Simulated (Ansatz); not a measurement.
## A vibration from a frozen displacement in TePb

Computed with DFT PBE, scalar-relativistic, plane waves, PAW (Ansatz). The runs took a 420 eV cutoff, a Γ-centred 8×8×8 mesh and Gaussian smearing (0.05 eV). Spin–orbit coupling is left out, which matters for the heavy elements here. No spin polarisation. Energies are free energies at this smearing, counted from the undisturbed cell; pressure is positive in compression.

The undisturbed cell (as given, not relaxed at this level; it stands at 2.3 GPa):

```yaml
crystal:
  lattice:
    - [0.00000, 3.22700, 3.22700]
    - [3.22700, 0.00000, 3.22700]
    - [3.22700, 3.22700, 0.00000]
  atoms:
    - { symbol: Te, position: [0.50000, 0.50000, 0.50000] }
    - { symbol: Pb, position: [0.00000, 0.00000, 0.00000] }
```

Every Pb atom is moved by x along the Cartesian unit vector (0.000, 1.000, 0.000); the cell and all other atoms stay fixed. The cell's volume is 67.21 Å³; the moved atoms weigh 207.200 u together and the others 127.600 u. Some rows repeat others by symmetry and weren't run.

| x (Å) | ΔE (meV/cell) | total force on the moved atoms along the move (eV/Å) | pressure (GPa) |
| --- | --- | --- | --- |
| -0.3000 | 59.10 | 0.5768 | 3.4741 |
| -0.2625 | 40.24 | 0.4337 | 3.1880 |
| -0.2250 | 26.25 | 0.3165 | 2.9469 |
| -0.1875 | 16.21 | 0.2228 | 2.7481 |
| -0.1500 | 9.27 | 0.1501 | 2.5890 |
| -0.1125 | 4.72 | 0.0954 | 2.4677 |
| -0.0750 | 1.93 | 0.0550 | 2.3823 |
| -0.0375 | 0.46 | 0.0249 | 2.3317 |
| 0.0000 | 0.00 | 0.0000 | 2.3149 |
| 0.0375 | 0.46 | -0.0249 | 2.3317 |
| 0.0750 | 1.93 | -0.0550 | 2.3823 |
| 0.1125 | 4.72 | -0.0954 | 2.4677 |
| 0.1500 | 9.27 | -0.1501 | 2.5890 |
| 0.1875 | 16.21 | -0.2228 | 2.7481 |
| 0.2250 | 26.25 | -0.3165 | 2.9469 |
| 0.2625 | 40.24 | -0.4337 | 3.1880 |
| 0.3000 | 59.10 | -0.5768 | 3.4741 |

Problem. What frequency belongs to this motion?

Solution. The force constant is k = −dF/dx = 0.664 eV/Å², from the parabola through x = -0.0375, 0 and 0.0375. In every cell the moved atoms swing against the rest, so the mass is μ = m₁m₂/(m₁ + m₂) = 78.969 u, and ν̃ = 521.5 cm⁻¹ × √(|k|/μ) = 48 cm⁻¹, at this cell's pressure of 2.3 GPa. To first order in x, and within 1 %, the force on every atom lies along the move and, within each of the two groups, in proportion to the atom's mass, so this is itself a mode at the zone centre of this cell, taken without macroscopic field (the transverse frequency in a polar insulator).

Problem. How far does the harmonic law reach?

Solution. At x = -0.300 Å, kx²/2 = 29.88 meV against the computed 59.10 meV (+97.8 %): the well stiffens in this direction at large amplitude.